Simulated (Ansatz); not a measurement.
The system is ZnCu.

```
Zn Cu
1.0
     2.94500    0.00000    0.00000
     0.00000    2.94500    0.00000
     0.00000    0.00000    2.94500
Zn Cu
1 1
Direct
  0.50000 0.50000 0.50000
  0.00000 0.00000 0.00000
```

Base run:

| Quantity | Value |
| --- | --- |
| Program | Ansatz 0.2.0 |
| Functional | PBEsol |
| Potentials or basis | all-electron LAPW, scalar-relativistic |
| Cutoff | 295 eV |
| Density cutoff | 1182 eV |
| Basis error allowed | 0.001 eV/atom |
| k mesh | 9 × 9 × 9 |
| Occupations | fermi-dirac, width 0.05 eV |
| Spin | no spin polarisation |

Its results: pressure -4.5 GPa.

Task: After a change of settings the same cell gave: pressure 2.5 GPa. Which change was it?
A. functional from PBEsol to PBE
B. functional from PBEsol to LDA
C. functional from PBEsol to RPBE; occupations from fermi-dirac, width 0.05 eV to gaussian, width 0.02 eV

Result: A.

PBE binds less tightly than PBEsol, so the same cell stands under more pressure.

Not every run made on this cell is shown here.
